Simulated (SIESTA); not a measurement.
The system is CuO.

```xyz
4
Lattice="3.4221 0.0000 0.0000 0.0000 3.4221 0.0000 0.0000 0.0000 4.2605" Properties=species:S:1:pos:R:3 pbc="T T T"
Cu    0.0000    1.7110    0.0000
Cu    1.7110    0.0000    2.1302
O     0.0000    0.0000    1.0651
O     0.0000    0.0000    3.1953
```

Measurements of this composition are mostly on another form, of space group No. 15.

- Program: SIESTA 5.4.2
- Task: relaxation of cell and atoms
- Functional: PBE
- Potentials or basis: PseudoDojo 0.4 standard (PBE files)
- Basis: DZP (energy shift 0.003 Ry; two zetas on semicore shells)
- Grid cutoff: 800 Ry
- Energy shift: 0.003 Ry
- k mesh: 6 × 6 × 4
- Occupations: fermi-dirac, width 0.05 eV
- Spin: no spin polarisation

At the start: pressure -1.3 GPa; volume 12.47 Å³/atom.

**Question.** How do energy, volume and symmetry change on relaxing?

**Answer.** Over 10 steps the energy falls by 369.7 meV/atom and the volume is 11.26 Å³/atom (-9.7 %); space group P4_2/mmc (No. 131, to 0.05 Å).

Step by step:
```csv
step,energy change (eV),largest force (eV/Å),pressure (GPa),volume (Å³)
1,0.0000,0.0000,-1.28,49.89
2,-0.0706,0.0000,-1.46,49.84
3,-0.6134,0.0000,-3.02,49.33
4,-1.0476,0.0000,-4.30,48.75
5,-1.3294,0.0000,-5.11,48.04
6,-1.4421,0.0000,-5.64,47.13
7,-1.4502,0.0000,-5.12,46.82
8,-1.4712,0.0000,-2.49,45.69
9,-1.4778,0.0000,-0.31,45.07
10,-1.4788,0.0001,0.01,45.04
```

Final structure:
```yaml
crystal:
  lattice:
    - [2.94180, 0.00000, 0.00000]
    - [0.00000, 2.94180, 0.00000]
    - [0.00000, 0.00000, 5.20426]
  atoms:
    - { symbol: Cu, position: [0.00000, 0.50000, 0.00000] }
    - { symbol: Cu, position: [0.50000, 0.00000, 0.50000] }
    - { symbol: O, position: [0.00000, 0.00000, 0.25000] }
    - { symbol: O, position: [0.00000, 0.00000, 0.75000] }
```

Caveat: the k mesh is coarse (spacing up to 0.37 Å⁻¹), so the values aren't converged; short orbitals over semicore shells can move pressures by several GPa; the basis of atomic orbitals isn't converged, which shifts pressures, moduli and gaps; the run has no spin polarisation, though such a crystal can be magnetic.
